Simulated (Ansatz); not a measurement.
# Structure types of V compared at 69 GPa

Structure types of V are relaxed in primitive cells with their symmetry kept at 69 GPa, first on PAW files, then by LAPW. The enthalpy is E + pV at zero temperature, without zero-point motion. Only the types listed were tried, and differences under about 5 meV/atom are mesh noise. Not among the end structures: fcc, which may lie lower.

Computed with Ansatz 0.2.0; functional PBE, scalar-relativistic. Settings: Fermi–Dirac smearing of 0.1 eV, no spin polarisation. Methods: LAPW: all electrons, basis error target 0.5 meV/atom; PAW: frozen-core files, cutoff 420 eV.

k meshes: bcc 19×19×19, hcp 18×18×10, beta tin 18×18×18, omega 9×9×13, simple hexagonal 18×18×17.

**Question.** Order the types by LAPW enthalpy, lowest first.
A. bcc
B. beta tin
C. simple hexagonal
D. omega
E. hcp

**Answer.** A (0 meV/atom), D (191 meV/atom), E (374 meV/atom), B (588 meV/atom), C (673 meV/atom).

```json
{"start type": "bcc", "ends as": "bcc, Im-3m", "a, b, c (Å)": "2.765, 2.765, 2.765", "V (Å³/atom)": "10.57", "H − H(lowest), LAPW (meV/atom)": "0.0", "same, PAW": "0.0"}
{"start type": "hcp", "ends as": "hcp, P6_3/mmc", "a, b, c (Å)": "2.397, 2.397, 4.333", "V (Å³/atom)": "10.78", "H − H(lowest), LAPW (meV/atom)": "373.6", "same, PAW": "373.9"}
{"start type": "beta tin", "ends as": "beta tin, I4_1/amd", "a, b, c (Å)": "4.223, 4.223, 2.400", "V (Å³/atom)": "10.70", "H − H(lowest), LAPW (meV/atom)": "588.0", "same, PAW": "588.1"}
{"start type": "omega", "ends as": "omega, P6/mmm", "a, b, c (Å)": "4.095, 4.095, 2.206", "V (Å³/atom)": "10.68", "H − H(lowest), LAPW (meV/atom)": "190.6", "same, PAW": "190.3"}
{"start type": "simple hexagonal", "ends as": "simple hexagonal, P6/mmm", "a, b, c (Å)": "2.381, 2.381, 2.215", "V (Å³/atom)": "10.88", "H − H(lowest), LAPW (meV/atom)": "673.5", "same, PAW": "673.8"}
```

**Question.** Split the lead of bcc over omega into energy and pV.

**Answer.** For omega less bcc: ΔE = +144.6 meV/atom, and p·ΔV = 69 GPa × +0.1067 Å³ × 6.242 meV/(GPa·Å³) = +45.9 meV/atom, together 190.5 meV/atom. bcc wins on both counts.
